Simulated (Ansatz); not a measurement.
Crystal: Re.

```
Re
1.0
     0.00000    1.97500    1.97500
     1.97500    0.00000    1.97500
     1.97500    1.97500    0.00000
Re
1
Direct
  0.00000 0.00000 0.00000
```

This isn't the form of Re at room conditions, which is hcp.

Base run:

* Program: Ansatz 0.2.0
* Functional: r2SCAN
* Potentials or basis: Ansatz PAW
* Cutoff: 500 eV (not typed: the program's choice for these potentials)
* k mesh: 12 × 12 × 12
* Occupations: fermi-dirac, width 0.05 eV
* Spin: spin-orbit coupling, no magnetisation

Its results: band gap on the k mesh none (metal or under the smearing width); pressure -14.8 GPa.

Problem. The run is repeated on the same cell with these changes: spin from spin-orbit coupling, no magnetisation to no spin polarisation; potential files from those of the base run to others of the same set. What comes out?

Solution. Band gap on the k mesh none (metal or under the smearing width); pressure -15.3 GPa.

Caveats: the PAW data sets come from PBE, with cores solved anew for the run's functional, which leaves a small shift of forces and pressure; spin-orbit coupling is left out, which moves the levels of the heavy elements (some runs).
